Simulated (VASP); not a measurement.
# From an Ansatz input to VASP: GaAs (rocksalt)

Ansatz input

```yaml
crystal:
  lattice:
    - [0.0, 2.6993238258, 2.6993238258]
    - [2.6993238258, 0.0, 2.6993238258]
    - [2.6993238258, 2.6993238258, 0.0]
  atoms:
    - { symbol: Ga, position: [0.0, 0.0, 0.0] }
    - { symbol: As, position: [0.5, 0.5, 0.5] }
kpoints:
  mp_grid: { grid: [8, 8, 8] }
hamiltonian:
  xc: pbesol
scf:
  occupations: { method: fermi_dirac, width: 0.02 }
relax:
  f_tol: 0.005
  cell: {}
```

Translate this input to VASP.



INCAR

```
NELM = 120
NSW = 40
LCHARG = .FALSE.
EDIFFG = -5E-3
PREC = Accurate
GGA = PS
LREAL = .FALSE.
LWAVE = .FALSE.
ISIF = 3
EDIFF = 1E-7
IBRION = 2
LASPH = .TRUE.
ENCUT = 600
SIGMA = 0.02
ISMEAR = -1
NBANDS = 16
```

KPOINTS

```
KPOINTS created by Atomic Simulation Environment
0
Gamma
8 8 8
0 0 0
```

POSCAR

```
Ga As
 1.0000000000000000
     0.0000000000000000    2.6993238258456960    2.6993238258456960
     2.6993238258456960    0.0000000000000000    2.6993238258456960
     2.6993238258456960    2.6993238258456960   -0.0000000000000000
 Ga  As
   1   1
Cartesian
 -0.0000000000000000  0.0000000000000000  0.0000000000000000
  2.6993238258456960  2.6993238258456960  2.6993238258456960
```

VASP ran with the recommended PBE PAW datasets (18 valence electrons in the cell). Other inputs would serve too.

```json
{"": "relaxed cell vector lengths", "Ansatz": "3.752, 3.752, 3.752 Å", "VASP": "3.755, 3.755, 3.755 Å"}
{"": "relaxed cell volume", "Ansatz": "37.36 Å³", "VASP": "37.45 Å³"}
```

Datasets and cutoffs are each program's own. VASP's cell holds 18 valence electrons and Ansatz's 28.
